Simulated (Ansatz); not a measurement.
**BeS: computed properties**

These are results of DFT PBE, scalar-relativistic, plane waves, PAW in Ansatz, not measurements.

Settings: cutoff 420 eV, Γ-centred mesh 6×6×6 on the computed 4-atom cell, Gaussian smearing of 0.02 eV; no spin polarisation.

The structure is relaxed at this level of theory with its symmetry kept, and needn't be the ground state of this composition.

```
CELL_PARAMETERS angstrom
2.76897 -3.44977 0.00000
2.76897 3.44977 0.00000
0.00000 0.00000 5.79603
ATOMIC_POSITIONS crystal
Be 0.50000 0.00000 0.00000
Be 0.00000 0.50000 0.00000
S 0.75000 0.25000 0.77573
S 0.25000 0.75000 0.22427
```

```json
{
  "Space group": "Cmme (No. 67)",
  "Volume per atom": "27.68 Å³",
  "Formation energy from the elements' standard states (uncorrected)": "-0.424 eV/atom",
  "Kohn–Sham band gap": "3.02 eV",
  "Orbital (Löwdin) character of the top 1 eV of the valence band": "S 3p 95 %, unprojected 5 %",
  "Bader charge by site (e)": "Be (2 in the cell) 1.62, S (2 in the cell) -1.62"
}
```

The cell holds layers, chains or molecules and no dispersion correction was added, so their binding is poorly described.

The cell was found from a structure generator's guess, not taken from experiment. Kohn–Sham gaps at this level usually fall short of measured ones.
